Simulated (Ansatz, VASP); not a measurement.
Two plane-wave programs on Sr

File POSCAR:

```
Sr
1.0
    0.0000000000      3.0521104090      3.0521104090
    3.0521104090      0.0000000000      3.0521104090
    3.0521104090      3.0521104090      0.0000000000
Sr
1
Direct
    0.0000000000      0.0000000000      0.0000000000
```

File INCAR.step1:

```
  PREC = Accurate
  ENCUT = 520
  ISMEAR = -1
  SIGMA = 0.1
  LREAL = False
  LASPH = True
  NELM = 60
  NBANDS = 11
  GGA = PE
  ALGO = Normal
  EDIFF = 1E-4
  LWAVE = True
  LCHARG = False
```

The input INCAR.step2:

```
  PREC = Accurate
  ENCUT = 520
  EDIFF = 1E-7
  ISMEAR = -1
  SIGMA = 0.1
  LREAL = False
  LASPH = True
  NELM = 60
  ALGO = Normal
  ISIF = 2
  LWAVE = False
  LCHARG = False
  METAGGA = R2SCAN
  LMIXTAU = True
  NBANDS = 11
  ISTART = 1
```

File KPOINTS:

```
Automatic mesh
0
Gamma
  9 9 9
```

Input for Ansatz:

```yaml
crystal:
  lattice:
    - [0.0, 3.052110409, 3.052110409]
    - [3.052110409, 0.0, 3.052110409]
    - [3.052110409, 3.052110409, 0.0]
  atoms:
    - { symbol: Sr, position: [0.0, 0.0, 0.0] }
hamiltonian:
  xc: r2scan
  pseudopotentials:
    kind: paw
    azcp:
      Sr: "pseudopotentials/Sr.paw.azcp"
basis:
  ecutwfc: 500
  fft_grid_basis: typed
kpoints:
  mp_grid: { grid: [9, 9, 9], shift: [0, 0, 0] }
magnetization:
  spin_polarized: false
scf:
  occupations: { method: fermi_dirac, width: 0.1 }
  lower_state_search: "off"
output:
  stress: true
  write_density: true
  write_potential: true
  elf: true
  volumetric_format: npy
```

Alike in both runs: task single point; functional r2SCAN; k mesh 9 × 9 × 9; occupations fermi-dirac, width 0.1 eV; no spin polarisation.

```csv
,VASP,Ansatz
version,VASP 6.6.1,Ansatz 0.2.0
potentials or method,"VASP PAW PBE potentials, release 64 (Sr_sv)","plane waves (500 eV) with PAW, scalar-relativistic"
plane-wave cutoff (eV),520,500
valence electrons in the cell,10,10
```

|  | VASP | Ansatz | Ansatz less VASP |
| --- | --- | --- | --- |
| pressure (GPa) | 0.0 | 0.0 | -0.02 |

With one functional, cell and mesh, what is left measures potentials, basis and numerics.

Caveats: the PAW data sets were made with another functional, which shifts forces and pressure a little (VASP).
